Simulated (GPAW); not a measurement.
**LiBr (Fm-3m): one start, several treatments of the self-energy**

How much does the gap of LiBr (Fm-3m) depend on the approximation to the self-energy?

Program: GPAW 26.7.0. Level of theory: PBE and many-body steps on it, plane waves. Results are calculated unless marked as measured.

This is a report of a sequence of runs, with most program output left out.

## (1) Set-up

Symmetry: Fm-3m, No. 225, cubic system. Conventional cell: a = 5.501 Å, b = 5.501 Å, c = 5.501 Å, α = 90.00°, β = 90.00°, γ = 90.00°. Li has 6 Br at 2.75 Å nearest. Nearest to Br lie 6 Li at 2.75 Å. Farther neighbours and most contacts between anions are not listed.

Structure file:

```cif
data_structure
_symmetry_space_group_name_H-M 'P 1'
_symmetry_Int_Tables_number 1
_cell_length_a 3.8900
_cell_length_b 3.8900
_cell_length_c 3.8900
_cell_angle_alpha 60.000
_cell_angle_beta 60.000
_cell_angle_gamma 60.000
_cell_volume 41.62
loop_
_atom_site_label
_atom_site_type_symbol
_atom_site_fract_x
_atom_site_fract_y
_atom_site_fract_z
_atom_site_occupancy
Li1 Li 0.00000 0.00000 0.00000 1
Br2 Br 0.50000 0.50000 0.50000 1
```

The cell and positions come from the Crystallography Open Database and are kept as given unless a step says otherwise.

## (2) Empty states on the mesh, 4×4×4 mesh, 383 bands

This step: GPAW 26.7.0; DFT, PBE, plane waves, PAW.

The sums over transitions need many empty states on a uniform mesh; this step solves for them.

Input file run.py:

```python
import json
import numpy as np
from gpaw.mpi import world
from gpaw import GPAW

calc = GPAW('gs.gpw').fixed_density(kpts={'size': (4, 4, 4), 'gamma': True},
    parallel={'domain': 1, 'band': 1},
    txt='nscf.txt')
calc.diagonalize_full_hamiltonian(nbands=383)
calc.write('full.gpw', mode='all')
res = {}
kpts = calc.get_ibz_k_points()
res['kpts'] = kpts
res['eigenvalues'] = [calc.get_eigenvalues(kpt=k) for k in range(len(kpts))]
res['n_electrons'] = calc.get_number_of_electrons()

if world.rank == 0:
    with open('result.json', 'w') as f:
        json.dump(res, f, default=lambda x: x.tolist())
```

Command:

```
$ mpirun -n 4 gpaw python run.py
```

Wall time 10 s (4 MPI ranks of Arm Neoverse V1, shared host); peak memory 1.3 GiB.

Numbers from this step:

| Quantity | Value |
| --- | --- |
| gap | 4.936 eV |
| k of the valence top | 0, 0, 0 |
| k of the conduction bottom | 0, 0, 0 |
| least direct gap | 4.936 eV |
| k points computed | 8 |
| lowest point of the top converged band, above the valence top | 243.4712 eV |

On this mesh the gap is 4.936 eV.

## (3) G0W0, Godby-Needs plasmon pole

Now the one-shot GW correction: screening in the RPA, then the self-energy of the levels asked for.

This step: G0W0 on PBE, plane waves, PAW.

Input file run.py:

```python
import json
import numpy as np
from gpaw.mpi import world
from gpaw.response.g0w0 import G0W0

gw = G0W0('full.gpw',
    filename='gw',
    kpts=[0],
    bands=(2, 6),
    ecut=150,
    nbands=173,
    integrate_gamma='WS',
    ppa=True)
gw.calculate()
res = {mode: {k: v for k, v in r.items() if k != 'sigma_eskwn'}
       for mode, r in gw.all_results.items()}

if world.rank == 0:
    with open('result.json', 'w') as f:
        json.dump(res, f, default=lambda x: x.tolist())
```

Command:

```
$ mpirun -n 4 gpaw python run.py
```

It took 31 s on 4 MPI ranks; peak memory 0.98 GiB.

This step gave:

* G0W0 gap on the points computed: 7.158 eV
* least direct G0W0 gap on the computed points: 7.158 eV
* Z at the valence top: 0.8139
* Z at the conduction bottom: 0.8449
* starting gap on the mesh: 4.936 eV
* k of the valence top: 0, 0, 0
* k of the conduction bottom: 0, 0, 0

The gap on the mesh goes from 4.94 eV to 7.16 eV, a correction of +2.22 eV.

## (4) One-shot HSE06

This step: one-shot HSE06 levels on PBE orbitals, plane waves, PAW.

Input file run.py:

```python
import json
import numpy as np
from gpaw.mpi import world
from gpaw.hybrids.eigenvalues import non_self_consistent_eigenvalues

dft, vxc, vxc_hyb = non_self_consistent_eigenvalues('full.gpw', 'HSE06', 2, 6, kpt_indices=[0])
res = {'dft': dft[0], 'hybrid': (dft - vxc + vxc_hyb)[0]}
if world.rank == 0:
    with open('hybrid.txt', 'w') as f:
        for k, e0, e1 in zip([0], res['dft'], res['hybrid']):
            print(k, ' '.join(f'{x:9.4f}' for x in e0), '|', ' '.join(f'{x:9.4f}' for x in e1), file=f)

if world.rank == 0:
    with open('result.json', 'w') as f:
        json.dump(res, f, default=lambda x: x.tolist())
```

Command:

```
$ mpirun -n 4 gpaw python run.py
```

The job ended after 3.4 s (4 MPI ranks; peak memory 0.45 GiB).

Numbers from this step:

| Quantity | Value |
| --- | --- |
| starting gap on the mesh | 4.936 eV |
| hybrid gap on the mesh | 6.053 eV |
| least direct hybrid gap on the computed points | 6.053 eV |

## (5) G0W0, extrapolated in the cutoff

This step: G0W0 on PBE, plane waves, PAW.

Input file run.py:

```python
import json
import numpy as np
from gpaw.mpi import world
from gpaw.response.g0w0 import G0W0

gw = G0W0('full.gpw',
    filename='gw',
    kpts=[0],
    bands=(2, 6),
    ecut=250.0,
    integrate_gamma='WS',
    ppa=True,
    ecut_extrapolation=True)
gw.calculate()
res = {mode: {k: v for k, v in r.items() if k != 'sigma_eskwn'}
       for mode, r in gw.all_results.items()}

if world.rank == 0:
    with open('result.json', 'w') as f:
        json.dump(res, f, default=lambda x: x.tolist())
```

Command:

```
$ mpirun -n 4 gpaw python run.py
```

It took 4.3 min on 4 MPI ranks; peak memory 1.5 GiB; 17 min of CPU time.

Numbers from this step:

| Property | Result |
| --- | --- |
| quasiparticle gap on the points computed | 7.260 eV |
| least direct quasiparticle gap on the computed points | 7.260 eV |
| Z at the valence top | 0.8129 |
| Z at the conduction bottom | 0.8443 |
| starting gap on the mesh | 4.936 eV |
| k of the valence top | 0, 0, 0 |
| k of the conduction bottom | 0, 0, 0 |
| gaps at the cutoffs of the extrapolation | 7.206, 7.211, 7.217 eV |

Against G0W0 in GPAW (4×4×4 mesh, 173 bands, screening to 150 eV, Godby-Needs plasmon pole), the gap moves by +0.102 eV.

## (6) One-shot PBE0

This step: one-shot PBE0 levels on PBE orbitals, plane waves, PAW.

Input file run.py:

```python
import json
import numpy as np
from gpaw.mpi import world
from gpaw.hybrids.eigenvalues import non_self_consistent_eigenvalues

dft, vxc, vxc_hyb = non_self_consistent_eigenvalues('full.gpw', 'PBE0', 2, 6, kpt_indices=[0])
res = {'dft': dft[0], 'hybrid': (dft - vxc + vxc_hyb)[0]}
if world.rank == 0:
    with open('hybrid.txt', 'w') as f:
        for k, e0, e1 in zip([0], res['dft'], res['hybrid']):
            print(k, ' '.join(f'{x:9.4f}' for x in e0), '|', ' '.join(f'{x:9.4f}' for x in e1), file=f)

if world.rank == 0:
    with open('result.json', 'w') as f:
        json.dump(res, f, default=lambda x: x.tolist())
```

Command:

```
$ mpirun -n 4 gpaw python run.py
```

Elapsed: 3.3 s, on 4 MPI ranks; peak memory 0.46 GiB.

This step gave:

```
starting gap on the mesh                       : 4.936 eV
hybrid gap on the mesh                         : 6.841 eV
least direct hybrid gap on the computed points : 6.841 eV
```

## (7) G0W0, full frequency, Hilbert transform

This step: G0W0 on PBE, plane waves, PAW.

Input file run.py:

```python
import json
import numpy as np
from gpaw.mpi import world
from gpaw.response.g0w0 import G0W0

gw = G0W0('full.gpw',
    filename='gw',
    kpts=[0],
    bands=(2, 6),
    ecut=150,
    nbands=173,
    integrate_gamma='WS',
    frequencies={'type': 'nonlinear', 'domega0': 0.1, 'omega2': 15.0},
    eta=0.1,
    nblocksmax=True)
gw.calculate()
res = {mode: {k: v for k, v in r.items() if k != 'sigma_eskwn'}
       for mode, r in gw.all_results.items()}

if world.rank == 0:
    with open('result.json', 'w') as f:
        json.dump(res, f, default=lambda x: x.tolist())
```

Command:

```
$ mpirun -n 4 gpaw python run.py
```

Run time: 81 s. Hardware: 4 MPI ranks; peak memory 1.5 GiB.

This step gave:

| Item | Value |
| --- | --- |
| G0W0 gap on the points computed | 7.224 eV |
| least direct G0W0 gap on the computed points | 7.224 eV |
| starting gap on the mesh | 4.936 eV |
| k of the valence top | 0, 0, 0 |
| k of the conduction bottom | 0, 0, 0 |

Against G0W0 in GPAW (4×4×4 mesh, 173 bands, screening to 150 eV, Godby-Needs plasmon pole), the gap moves by +0.066 eV.

## (8) The runs together

Times are wall times on 4 MPI ranks of Arm Neoverse V1, shared host, good to a factor of about two.

```tsv
run	mesh	bands	screening cutoff (eV)	DFT gap (eV)	gap on the mesh (eV)	direct (eV)	time
G0W0, Godby-Needs plasmon pole	4×4×4	173	150	4.936	7.158	7.158	31 s
one-shot HSE06	4×4×4	-	-	4.936	6.053	6.053	3.4 s
G0W0, extrapolated in the cutoff	4×4×4	-	250	4.936	7.260	7.260	4.3 min
one-shot PBE0	4×4×4	-	-	4.936	6.841	6.841	3.3 s
G0W0, full frequency, Hilbert transform	4×4×4	173	150	4.936	7.224	7.224	81 s
```

## (9) Summary of results

* G0W0, Godby-Needs plasmon pole: 7.158 eV
* one-shot HSE06: 6.053 eV
* G0W0, extrapolated in the cutoff: 7.260 eV
* one-shot PBE0: 6.841 eV
* G0W0, full frequency, Hilbert transform: 7.224 eV
* known limits: not at the basis limit; no spin-orbit coupling; coarse k mesh

In words: One-shot HSE06: −1.104 eV against G0W0, Godby-Needs plasmon pole. G0W0, extrapolated in the cutoff: +0.102 eV against G0W0, Godby-Needs plasmon pole, at other bands or cutoff, so not like for like. One-shot PBE0: −0.317 eV against G0W0, Godby-Needs plasmon pole. G0W0, full frequency, Hilbert transform: +0.066 eV against G0W0, Godby-Needs plasmon pole. One-shot hybrid levels are evaluated on the PBE orbitals. Bands and cutoff are finite, so the gap is not at the basis limit. The miss can reach some tenths of an eV and take either sign; the mesh is an error of its own. These stock PAW sets were not made for GW; the filled d or f shell of Br lies in the frozen core, which bears on start and correction. In the G0W0 runs levels were corrected at 1 k point alone, so a gap called «on the mesh» is the least over those, and an edge elsewhere would be missed. The program warns of a poor linear fit in the extrapolation of some level, so the extrapolated values are rough. The 4×4×4 mesh is coarse for this cell, which bears on the long-range parts of exchange and screening. The many-body steps are scalar-relativistic: spin-orbit coupling is not in them.

[Paths, hosts, dates, memory and timing lines, banners, echoed tables and standing remarks are left out of the program output.]

[Logs are printed without paths, hosts, clocks, repeated set-up lines and the standing remarks that a program may print on its own settings, such as how far it seeks lower states.]

[Runs of the session that timed out or met a known fault of the program may be left out.]

[Hosts, paths, dates, database ids (printed as entryN), source tags and the programs' standing remarks are cut or masked in the printed files.]
